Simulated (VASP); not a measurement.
# Al (Fm-3m) in VASP: further runs, part 3 of 3

VASP 6.6.1. The steps go on from the part before.

**4. Band structure, PBE**

The input, POSCAR:

```
Al
1.0
    0.0000000000      2.0248050000      2.0248050000
    2.0248050000      0.0000000000      2.0248050000
    2.0248050000      2.0248050000      0.0000000000
Al
1
Direct
    0.0000000000      0.0000000000      0.0000000000
```

The input, INCAR.step1:

```
SYSTEM = Al
ALGO = Normal
EDIFF = 1E-6
ENCUT = 600
GGA = PE
ISIF = 2
ISMEAR = -1
LASPH = .TRUE.
LCHARG = .TRUE.
LREAL = .FALSE.
LWAVE = .FALSE.
NELM = 100
PREC = Accurate
SIGMA = 0.05
```

The input, KPOINTS.step1:

```
k-points
0
G
  11 11 11
  0 0 0
```

The input, INCAR.step2:

```
SYSTEM = Al
ALGO = Normal
EDIFF = 1E-6
ENCUT = 600
GGA = PE
ICHARG = 11
ISIF = 2
ISMEAR = 0
LASPH = .TRUE.
LCHARG = .FALSE.
LREAL = .FALSE.
LWAVE = .FALSE.
NELM = 100
PREC = Accurate
SIGMA = 0.05
```

The input, KPOINTS.step2:

```
path GXWKGLUWLK,UX
20
line-mode
reciprocal
 0.0000000000  0.0000000000  0.0000000000  G
 0.5000000000  0.0000000000  0.5000000000  X

 0.5000000000  0.0000000000  0.5000000000  X
 0.5000000000  0.2500000000  0.7500000000  W

 0.5000000000  0.2500000000  0.7500000000  W
 0.3750000000  0.3750000000  0.7500000000  K

 0.3750000000  0.3750000000  0.7500000000  K
 0.0000000000  0.0000000000  0.0000000000  G

 0.0000000000  0.0000000000  0.0000000000  G
 0.5000000000  0.5000000000  0.5000000000  L

 0.5000000000  0.5000000000  0.5000000000  L
 0.6250000000  0.2500000000  0.6250000000  U

 0.6250000000  0.2500000000  0.6250000000  U
 0.5000000000  0.2500000000  0.7500000000  W

 0.5000000000  0.2500000000  0.7500000000  W
 0.5000000000  0.5000000000  0.5000000000  L

 0.5000000000  0.5000000000  0.5000000000  L
 0.3750000000  0.3750000000  0.7500000000  K

 0.6250000000  0.2500000000  0.6250000000  U
 0.5000000000  0.0000000000  0.5000000000  X
```

Potentials or basis: VASP PAW PBE potentials, release 64 (Al_GW).

Launch:

```bash
> cat potpaw_PBE.64/Al_GW/POTCAR > POTCAR
> cp INCAR.step1 INCAR
> cp KPOINTS.step1 KPOINTS
> mpirun -np 1 vasp_std > vasp.out
> cp INCAR.step2 INCAR
> cp KPOINTS.step2 KPOINTS
> mpirun -np 1 vasp_std > vasp.out
```

OUTCAR:

```text
SYSTEM = Al
   EDIFF = 1E-6
   ENCUT = 600
   GGA = PE
   ICHARG = 11
   ISIF = 2
   ISMEAR = 0
   LASPH = .TRUE.
   LREAL = .FALSE.
   NELM = 100
   PREC = Accurate

 ion  position               nearest neighbor table
   1  0.000  0.000  0.000-

  LATTYP: Found a face centered cubic cell.
 ALAT       =     4.0496100000

  Lattice vectors:

 A1 = (   0.0000000000,   2.0248050000,   2.0248050000)
 A2 = (   2.0248050000,   0.0000000000,   2.0248050000)
 A3 = (   2.0248050000,   2.0248050000,   0.0000000000)

Analysis of symmetry for initial positions (statically):
=====================================================================
 Subroutine PRICEL returns:
 Original cell was already a primitive cell.

 Routine SETGRP: Setting up the symmetry group for a
 face centered cubic supercell.

 Subroutine GETGRP returns: Found 48 space group operations
 (whereof 48 operations were pure point group operations)
 out of a pool of 48 trial point group operations.

The static configuration has the point symmetry O_h .

Analysis of symmetry for dynamics (positions and initial velocities):
=====================================================================
 Subroutine PRICEL returns:
 Original cell was already a primitive cell.

 Routine SETGRP: Setting up the symmetry group for a
 face centered cubic supercell.

 Subroutine GETGRP returns: Found 48 space group operations
 (whereof 48 operations were pure point group operations)
 out of a pool of 48 trial point group operations.

The dynamic configuration has the point symmetry O_h .

 Subroutine INISYM returns: Found 48 space group operations
 (whereof 48 operations are pure point group operations),
 and found     1 'primitive' translations

----------------------------------------------------------------------------------------

                                     Primitive cell

  volume of cell :      16.6027

  direct lattice vectors                    reciprocal lattice vectors
     0.000000000  2.024805000  2.024805000    -0.246937359  0.246937359  0.246937359
     2.024805000  0.000000000  2.024805000     0.246937359 -0.246937359  0.246937359
     2.024805000  2.024805000  0.000000000     0.246937359  0.246937359 -0.246937359

  length of vectors
     2.863506692  2.863506692  2.863506692     0.427708053  0.427708053  0.427708053

  position of ions in fractional coordinates (direct lattice)
     0.000000000  0.000000000  0.000000000

  ion indices of the primitive-cell ions
   primitive index   ion index
                 1           1

----------------------------------------------------------------------------------------

 KPOINTS: path GXWKGLUWLK,UX

Interpolating k-points between supplied coordinates.

 Line segments in fractional coordinates (reciprocal lattice):
    0.000000  0.000000  0.000000  ...  0.500000  0.000000  0.500000
    0.500000  0.000000  0.500000  ...  0.500000  0.250000  0.750000
    0.500000  0.250000  0.750000  ...  0.375000  0.375000  0.750000
    0.375000  0.375000  0.750000  ...  0.000000  0.000000  0.000000
    0.000000  0.000000  0.000000  ...  0.500000  0.500000  0.500000
    0.500000  0.500000  0.500000  ...  0.625000  0.250000  0.625000
    0.625000  0.250000  0.625000  ...  0.500000  0.250000  0.750000
    0.500000  0.250000  0.750000  ...  0.500000  0.500000  0.500000
    0.500000  0.500000  0.500000  ...  0.375000  0.375000  0.750000
    0.625000  0.250000  0.625000  ...  0.500000  0.000000  0.500000

 Generated    20 points on each line segment, for a total of    200 k-points:

 Following reciprocal coordinates:
            Coordinates               Weight
  0.000000  0.000000  0.000000      0.005000
  0.026316  0.000000  0.026316      0.005000
  0.052632  0.000000  0.052632      0.005000
  0.078947  0.000000  0.078947      0.005000
  0.105263  0.000000  0.105263      0.005000
  0.131579  0.000000  0.131579      0.005000
[... 16 lines left out ...]
  0.500000  0.026316  0.526316      0.005000
  0.500000  0.039474  0.539474      0.005000
 [... further k-points ...]
   k-points           NKPTS =    200   k-points in BZ     NKDIM =    200   number of bands    NBANDS=      5
   number of dos      NEDOS =    301   number of ions     NIONS =      1
   total plane-waves  NPLWV =  13824
   dimension x,y,z NGX =    24 NGY =   24 NGZ =   24
   dimension x,y,z NGXF=    48 NGYF=   48 NGZF=   48
   ions per type =               1
   NGX,Y,Z   is equivalent  to a cutoff of  13.93, 13.93, 13.93 a.u.
   NGXF,Y,Z  is equivalent  to a cutoff of  27.87, 27.87, 27.87 a.u.
 SYSTEM =  Al
   PREC   = accura    normal or accurate (medium, high low for compatibility)
   ISTART =      0    job   : 0-new  1-cont  2-samecut
   ICHARG =     11    charge: 1-file 2-atom 10-const
   ISPIN  =      1    spin polarized calculation?
   LNONCOLLINEAR =      F non collinear calculations
   LSORBIT =      F    spin-orbit coupling
   LASPH  =      T    aspherical Exc in radial PAW
   ENCUT  =  600.0 eV  44.10 Ry    6.64 a.u.   5.72  5.72  5.72*2*pi/ulx,y,z
   NELM   =    100;   NELMIN=  2; NELMDL=  0     # of ELM steps
   EDIFF  = 0.1E-05   stopping-criterion for ELM
   LREAL  =      F    real-space projection
[... 7 lines left out ...]
   TEBEG  =    0.0;   TEEND  =   0.0 temperature during run
   PSTRESS=    0.0 pullay stress
   NELECT =       3.0000    total number of electrons
   NUPDOWN=      -1.0000    fix difference up-down
   EMIN   =  10.00;   EMAX   =-10.00  energy-range for DOS
   EFERMI =   0.00;   METHOD = LEGACY
   ISMEAR =     0;   SIGMA  =   0.05  broadening in eV -4-tet -1-fermi 0-gaus
   EFERMI_NEDOS =   21; number of points for ismear=-14 and -15
   IALGO  =     38    algorithm
   IMIX   =      4    mixing-type and parameters
     AMIX     =   0.40;   BMIX     =  1.00
     AMIX_MAG =   1.60;   BMIX_MAG =  1.00
  volume/ion in A,a.u.               =      16.60       112.04
  Fermi-wavevector in a.u.,A,eV,Ry     =   0.925526  1.748991 11.654733  0.856599
  Thomas-Fermi vector in A             =   2.051390
   LORBIT       =      0    0 simple, 1 ext, 2 COOP (PROOUT), +10 PAW based schemes
   GGA     = PE    functional components
   LHFCALC =     F    Hartree Fock is set to
   AEXX    =    0.0000 exact exchange contribution
   IVDW    =     0    specifies the selected vdW correction
   LEPSILON=     F    determine dielectric tensor
   LRPA    =     F    only Hartree local field effects (RPA)
 non-spin polarized calculation
 Gauss-broadening in eV      SIGMA  =   0.05
  energy-cutoff  :      600.00
  volume of cell :       16.60
 maximum number of plane-waves:       568
 NGX is ok and might be reduce to    24

 number of electron       3.0000000 magnetization

 Free energy of the ion-electron system (eV)
  ---------------------------------------------------
  ext. energy  EPLUGINS =         0.00000000
  ---------------------------------------------------
  free energy    TOTEN  =        -1.65921532 eV

  energy without entropy =       -1.65765069  energy(sigma->0) =       -1.65843301

 E-fermi :   5.5526     XC(G=0): -10.1752

 val. band max:        5.5519665416   @ k =   0.3355   0.3355   0.6711
 cond. band min:       5.5547689355   @ k =   0.4737   0.0000   0.4737
 fundamental gap:      0.0028023939
 Fermi energy:         5.5525793624

 k-point     1 :       0.0000    0.0000    0.0000
  band No.  band energies     occupation
      1      -4.4239      2.00000
      2      19.2466      0.00000
      3      19.2466      0.00000
      4      19.2466      0.00000
      5      20.6712      0.00000

 k-point     2 :       0.0263    0.0000    0.0263
  band No.  band energies     occupation
      1      -4.3989      2.00000
      2      18.9064      0.00000
      3      18.9064      0.00000
      4      19.0461      0.00000
      5      20.6093      0.00000

 k-point     3 :       0.0526    0.0000    0.0526
  band No.  band energies     occupation
      1      -4.3240      2.00000
      2      18.2833      0.00000
      3      18.2833      0.00000
      4      18.5550      0.00000
      5      20.4312      0.00000
[... 153 lines left out ...]
 k-point    23 :       0.5000    0.0263    0.5263
  band No.  band energies     occupation
      1       3.7814      2.00000
      2       5.0946      2.00000
      3      11.2109      0.00000
      4      12.0426      0.00000
      5      12.9928      0.00000

 k-point    24 :       0.5000    0.0395    0.5395
  band No.  band energies     occupation
      1       3.8101      2.00000
      2       5.1249      2.00000
      3      10.8053      0.00000
      4      11.8348      0.00000
      5      13.4561      0.00000

 [... further k-points ...]

------------------------ aborting loop because EDIFF is reached ----------------------------------------

  FORCE on cell =-STRESS in cart. coord.  units (eV):
  Direction    XX          YY          ZZ          XY          YZ          ZX
  --------------------------------------------------------------------------------------
  -------------------------------------------------------------------------------------
  Total        0.7688567      0.7688567      0.7688567     -0.0000000      0.0000000     -0.0000000
  in kB       74.1952951     74.1952951     74.1952951     -0.0000000      0.0000000     -0.0000000
  external PRESSURE =      74.1952951 kB  Pullay stress =       0.0000000 kB

 VOLUME and BASIS-vectors are now :
 -----------------------------------------------------------------------------
  energy-cutoff  :      600.00
  volume of cell :       16.60
      direct lattice vectors                 reciprocal lattice vectors
     0.000000000  2.024805000  2.024805000    -0.246937359  0.246937359  0.246937359
     2.024805000  0.000000000  2.024805000     0.246937359 -0.246937359  0.246937359
     2.024805000  2.024805000  0.000000000     0.246937359  0.246937359 -0.246937359

 POSITION                                       TOTAL-FORCE (eV/Angst)
 -----------------------------------------------------------------------------------
      0.00000      0.00000      0.00000         0.000000      0.000000     -0.000000
 -----------------------------------------------------------------------------------
    total drift:                               -0.000000      0.000000      0.000000

  FREE ENERGIE OF THE ION-ELECTRON SYSTEM (eV)
  ---------------------------------------------------
  free  energy   TOTEN  =        -1.6592153236 eV

  energy  without entropy=       -1.6576506888  energy(sigma->0) =       -1.65843301
```

Wall time 11 s (1 thread of Intel Xeon Platinum 8488C (Sapphire Rapids), shared host); peak memory 0.15 GiB.

What came out:

* Band gap along the path: none (metal or under the smearing width)

Levels at the corners of the path, in eV from the Fermi level:
| point | band 1 | band 2 | band 3 | band 4 | band 5 |
| --- | --- | --- | --- | --- | --- |
| Γ | -11.11 | 12.56 | 12.56 | 12.56 | 13.99 |
| X | -2.92 | -1.61 | 5.24 | 5.55 | 5.55 |
| X | -2.92 | -1.61 | 5.24 | 5.55 | 5.55 |
| W | -0.85 | -0.85 | 0.17 | 1.06 | 15.74 |
| W | -0.85 | -0.85 | 0.17 | 1.06 | 15.74 |
| K | -1.89 | -1.36 | -0.42 | 6.52 | 8.16 |
| K | -1.89 | -1.36 | -0.42 | 6.52 | 8.16 |
| Γ | -11.11 | 12.56 | 12.56 | 12.56 | 13.99 |
| Γ | -11.11 | 12.56 | 12.56 | 12.56 | 13.99 |
| L | -4.58 | -4.38 | 11.31 | 11.32 | 11.41 |
| L | -4.58 | -4.38 | 11.31 | 11.31 | 11.41 |
| U | -1.89 | -1.36 | -0.42 | 6.52 | 8.16 |
| U | -1.89 | -1.36 | -0.42 | 6.52 | 8.16 |
| W | -0.85 | -0.85 | 0.17 | 1.06 | 15.74 |
| W | -0.85 | -0.85 | 0.17 | 1.06 | 15.78 |
| L | -4.58 | -4.38 | 11.31 | 11.31 | 11.41 |
| L | -4.58 | -4.38 | 11.31 | 11.31 | 11.41 |
| K | -1.89 | -1.36 | -0.42 | 6.52 | 8.16 |
| U | -1.89 | -1.36 | -0.42 | 6.52 | 8.16 |
| X | -2.92 | -1.61 | 5.24 | 5.55 | 5.55 |

Caveat: the log is that of the step along the path at fixed density, whose energy, stress, charges and moments have no meaning.

**5. Band structure, PBE**

The input, INCAR:

```
  ALGO = Fast
  EDIFF = 1E-6
  ENCUT = 550
  GGA = PE
  ISIF = 2
  ISMEAR = -1
  LASPH = T
  LCHARG = F
  LREAL = F
  LWAVE = F
  NBANDS = 8
  NELM = 100
  PREC = Accurate
  SIGMA = 0.05
```

The input, KPOINTS:

```
k-points
0
Gamma
  11 11 11
```

POSCAR is that of step 4.

The input, KPOINTS_OPT:

```
path GXWKGLUWLK,UX
10
line-mode
reciprocal
 0.0000000000  0.0000000000  0.0000000000  G
 0.5000000000  0.0000000000  0.5000000000  X

 0.5000000000  0.0000000000  0.5000000000  X
 0.5000000000  0.2500000000  0.7500000000  W

 0.5000000000  0.2500000000  0.7500000000  W
 0.3750000000  0.3750000000  0.7500000000  K

 0.3750000000  0.3750000000  0.7500000000  K
 0.0000000000  0.0000000000  0.0000000000  G

 0.0000000000  0.0000000000  0.0000000000  G
 0.5000000000  0.5000000000  0.5000000000  L

 0.5000000000  0.5000000000  0.5000000000  L
 0.6250000000  0.2500000000  0.6250000000  U

 0.6250000000  0.2500000000  0.6250000000  U
 0.5000000000  0.2500000000  0.7500000000  W

 0.5000000000  0.2500000000  0.7500000000  W
 0.5000000000  0.5000000000  0.5000000000  L

 0.5000000000  0.5000000000  0.5000000000  L
 0.3750000000  0.3750000000  0.7500000000  K

 0.6250000000  0.2500000000  0.6250000000  U
 0.5000000000  0.0000000000  0.5000000000  X
```

Launch:

```bash
> cat potpaw_PBE.64/Al_GW/POTCAR > POTCAR
> mpirun -np 1 vasp_std > vasp.out
```

Wall time 13 s (1 thread of Intel Xeon Platinum 8488C (Sapphire Rapids), shared host); peak memory 0.14 GiB.

The run converged. Its results:

```yaml
Free_energy: -3.7610 eV
Pressure: -0.6 GPa
Band_gap_along_the_path: none (metal or under the smearing width)
```

Levels at the corners of the path, in eV from the Fermi level:
```csv
point,band 1,band 2,band 3,band 4,band 5
Γ,-11.11,12.56,12.56,12.56,13.99
X,-2.92,-1.61,5.24,5.55,5.55
X,-2.92,-1.61,5.24,5.55,5.55
W,-0.85,-0.85,0.17,1.06,15.74
W,-0.85,-0.85,0.17,1.06,15.74
K,-1.89,-1.36,-0.42,6.52,8.16
K,-1.89,-1.36,-0.42,6.52,8.16
Γ,-11.11,12.56,12.56,12.56,13.99
Γ,-11.11,12.56,12.56,12.56,13.99
L,-4.58,-4.38,11.31,11.31,11.41
L,-4.58,-4.38,11.31,11.31,11.41
U,-1.89,-1.36,-0.42,6.52,8.16
U,-1.89,-1.36,-0.42,6.52,8.16
W,-0.85,-0.85,0.17,1.06,15.74
W,-0.85,-0.85,0.17,1.06,15.74
L,-4.58,-4.38,11.31,11.31,11.41
L,-4.58,-4.38,11.31,11.31,11.41
K,-1.89,-1.36,-0.42,6.52,8.16
U,-1.89,-1.36,-0.42,6.52,8.16
X,-2.92,-1.61,5.24,5.55,5.55
```

**6. The reference run**

An earlier run on the cell as given: functional PBE; potentials or basis VASP PAW PBE potentials, release 64 (Al); cutoff 520 eV; k mesh 11 × 11 × 11; occupations fermi-dirac, width 0.05 eV; no spin polarisation.

- Pressure: -0.5 GPa
- Band gap on the k mesh: none (metal or under the smearing width)

**7. Overview**

| task | potentials or basis | cutoff (eV) | pressure (GPa) |
| --- | --- | --- | --- |
| band structure | VASP PAW PBE potentials, release 64 (Al) | 500 | -0.5 |
| band structure | VASP PAW PBE potentials, release 64 (Al) | 520 | -0.5 |
| band structure | VASP PAW PBE potentials, release 64 (Al_GW) | 600 | - |
| band structure | VASP PAW PBE potentials, release 64 (Al_GW) | 550 | -0.6 |
| single point | VASP PAW PBE potentials, release 64 (Al) | 520 | -0.5 |

Alike in all rows: level PBE; no spin polarisation; cell as given; k mesh 11 × 11 × 11; smearing fermi-dirac 0.05 eV.

Absolute energies hang on the potentials; compare differences alone.
